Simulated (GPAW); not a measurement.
Fe3Ge:

```xyz
4
Lattice="3.6605 0.0000 0.0000 0.0000 3.6605 0.0000 0.0000 0.0000 3.6605" Properties=species:S:1:pos:R:3 pbc="T T T"
Ge    0.0000    0.0000    0.0000
Fe    1.8303    0.0000    1.8303
Fe    1.8303    1.8303    0.0000
Fe    0.0000    1.8303    1.8303
```

The cell comes from a database or a generator and needn't be the stable form of this composition.

Base run:

| Item | Value |
| --- | --- |
| Program | GPAW 26.7.0 |
| Functional | LDA |
| Potentials or basis | the program's PAW data sets (release 1.2.1) made for this functional |
| Cutoff | 600 eV |
| Basis | pw |
| k mesh | 7 × 7 × 7 |
| Occupations | fermi-dirac, width 0.05 eV |
| Spin | collinear spin, ferromagnetic start |
| Starting moments | [0.0, 3.0, 3.0, 3.0] μB |

Its results: pressure -18.0 GPa; net moment 6.27 μB per cell; site moments Ge -0.07; Fe +2.09 μB.

Q: The run is repeated on the same cell with these changes: functional from LDA to PBEsol; potentials or basis from the program's PAW data sets (release 1.2.1) made for this functional to PAW data sets generated in the run's folder for this functional. What comes out?

A: Pressure -9.9 GPa; net moment 6.40 μB per cell; site moments Ge -0.08; Fe +2.16 μB.
